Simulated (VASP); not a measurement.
A VASP 6.6.1 single-point calculation on SnTe$_{2}$

INCAR

```
NBANDS = 20
LWAVE = .FALSE.
PREC = Accurate
ENCUT = 520
LCHARG = .FALSE.
EDIFF = 1E-7
NSW = 0
LREAL = .FALSE.
IBRION = -1
NELM = 54
ISIF = 2
SIGMA = 3
LASPH = .TRUE.
ISMEAR = -1
GGA = CA
```

KPOINTS

```
KPOINTS created by Atomic Simulation Environment
0
Gamma
6 6 6
0 0 0
```

POSCAR

```
Sn Te
 1.0000000000000000
    -0.0000000000000000    3.7010376708088639    3.7010376708088639
     3.7010376708088639   -0.0000000000000000    3.7010376708088639
     3.7010376708088639    3.7010376708088639   -0.0000000000000000
 Sn  Te
   1   2
Cartesian
  0.0000000000000000  0.0000000000000000 -0.0000000000000000
  1.8505188354044317  1.8505188354044317  1.8505188354044317
  5.5515565062132950  5.5515565062132950  5.5515565062132950
```

The recommended LDA PAW datasets give the neutral cell 26 valence electrons.

Command

```
mpirun -np 1 vasp_std
```

OSZICAR

```
N       E                     dE             d eps       ncg     rms          rms(c)
DAV:   1     0.162530208682E+03    0.16253E+03   -0.11291E+04   652   0.131E+03
DAV:   2    -0.124729578235E+02   -0.17500E+03   -0.16692E+03   668   0.337E+02
DAV:   3    -0.353143593401E+02   -0.22841E+02   -0.21493E+02   816   0.104E+02
DAV:   4    -0.364235380480E+02   -0.11092E+01   -0.10897E+01   728   0.220E+01
DAV:   5    -0.364787756677E+02   -0.55238E-01   -0.54903E-01   880   0.474E+00    0.942E+00
DAV:   6    -0.364167331472E+02    0.62043E-01   -0.13044E-01   728   0.146E+00    0.565E+00
DAV:   7    -0.364039529550E+02    0.12780E-01   -0.91535E-02   692   0.144E+00    0.843E-01
DAV:   8    -0.364027568175E+02    0.11961E-02   -0.15541E-02   704   0.625E-01    0.208E-01
DAV:   9    -0.364030289178E+02   -0.27210E-03   -0.37539E-03   728   0.298E-01    0.610E-02
DAV:  10    -0.364032565373E+02   -0.22762E-03   -0.22671E-03   768   0.518E-02    0.118E-02
...
DAV:  17    -0.364038061213E+02   -0.80767E-05   -0.80764E-05   364   0.134E-03    0.583E-04
DAV:  18    -0.364038108643E+02   -0.47431E-05   -0.47424E-05   380   0.928E-04    0.204E-04
DAV:  19    -0.364038133030E+02   -0.24386E-05   -0.24388E-05   360   0.635E-04    0.325E-04
DAV:  20    -0.364038147246E+02   -0.14217E-05   -0.14214E-05   356   0.384E-04    0.118E-04
DAV:  21    -0.364038154978E+02   -0.77315E-06   -0.77359E-06   352   0.323E-04    0.204E-04
DAV:  22    -0.364038159706E+02   -0.47281E-06   -0.47287E-06   356   0.199E-04    0.233E-05
DAV:  23    -0.364038162360E+02   -0.26543E-06   -0.26565E-06   352   0.200E-04    0.650E-05
DAV:  24    -0.364038163963E+02   -0.16031E-06   -0.15917E-06   344   0.118E-04    0.742E-05
DAV:  25    -0.364038164900E+02   -0.93659E-07   -0.94569E-07   344   0.101E-04
   1 F= -.36403816E+02 E0= -.15277652E+02  d E =-.422523E+02
```

Standard output (part)

```
POSCAR found type information on POSCAR SnTe
 POSCAR found :  2 types and       3 ions
 LDA part: xc-table for (Slater(with rela. corr.)+CA(PZ))
 , standard interpolation
 POSCAR, INCAR and KPOINTS ok, starting setup
 WAVECAR not read
 entering main loop
|     Your highest band is occupied at some k-points! Unless you are          |
|     performing a calculation for an insulator or semiconductor, without     |
|     unoccupied bands, you have included TOO FEW BANDS!! Please increase     |
|     the parameter NBANDS in file INCAR to ensure that the highest band      |
|     is unoccupied at all k-points. It is always recommended to include      |
|     a few unoccupied bands to accelerate the convergence of                 |
|     molecular-dynamics runs (even for insulators or semiconductors),        |
|     since the presence of unoccupied bands improves wavefunction            |
|     prediction and helps to suppress 'band-crossings'.                      |
```

It converged. Results: gap between bands v and c on the k mesh -1.81 eV (bands overlap: a metal); least direct gap on the k mesh 0.00 eV; pressure 14.1 GPa. Band v is the last that the valence electrons fill when counted band by band, and c is the next.

Q: Why shouldn't this run be trusted?

A: Smearing far too wide. On sound settings LDA gives a gap of -2.02 eV on its mesh and a pressure of -2.7 GPa for the intended cell. This run's energy (σ→0) differs from it by -1222 meV an atom.
